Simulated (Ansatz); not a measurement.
# KI: the cost of one run

Program: Ansatz 0.2.0. Level of theory: DFT PBEsol, scalar-relativistic. These are calculated values, not measurements.

### Step 1. The structure to begin with

The structure is cubic, space group Fm-3m (No. 225). The conventional cell has a = 7.049 Å, b = 7.049 Å, c = 7.049 Å, α = 90.00°, β = 90.00°, γ = 90.00°. K (site symmetry m-3m) is surrounded by 6 I at 3.52 Å. I (site symmetry m-3m) has 6 K at 3.52 Å as nearest neighbours.

Structure file:

```
CELL_PARAMETERS angstrom
0.00000 3.52455 3.52455
3.52455 0.00000 3.52455
3.52455 3.52455 0.00000
ATOMIC_POSITIONS crystal
K 0.00000 0.00000 0.00000
I 0.50000 0.50000 0.50000
```

Atoms are numbered in the order of the input: K1, I2.

### Step 2. After the deformation

Space group Fm-3m before, I4/mmm after.

### Step 3. Full-potential LAPW

Input file input.yaml:

```yaml
crystal:
  lattice:
    - [0.0, 3.454059, 3.52455]
    - [3.454059, 0.0, 3.52455]
    - [3.454059, 3.454059, 0.0]
  atoms:
    - { symbol: K, position: [0.0, 0.0, 0.0] }
    - { symbol: I, position: [0.5, 0.5, 0.5] }
kpoints:
  mp_grid: { grid: [8, 8, 8] }
  band_path:
    path:
      - [0.0, 0.0, 0.0]
      - [0.0, 0.5, 0.5]
      - [0.25, 0.75, 0.5]
      - [0.0, 0.5, 0.0]
      - [0.0, 0.0, 0.0]
      - [0.5, 0.5, 0.0]
      - [0.37005, 0.62995, 0.0]
      - [-0.37005, 0.37005, 0.0]
      - [0.0, 0.0, 0.0]
    npoints: 5
scf:
  occupations: { method: fermi_dirac, width: 0.01 }
hamiltonian:
  xc: pbesol
  pseudopotentials: { kind: all_electron, lapw: { basis_error: 0.001 } }
output:
  forces: true
  stress: true
  eigenvalues: true
```

The run is started by

```console
ansatz run input.yaml --threads 1 --pin off --max-ram 3072MiB --backend cpu --events-out ev --progress --plain --runs-dir out
```

What time and memory should one allow on 1 thread of Intel Xeon Platinum 8375C at 2.90GHz (Ice Lake), shared host?

About 9.3 s, with a peak of 0.34 GiB.
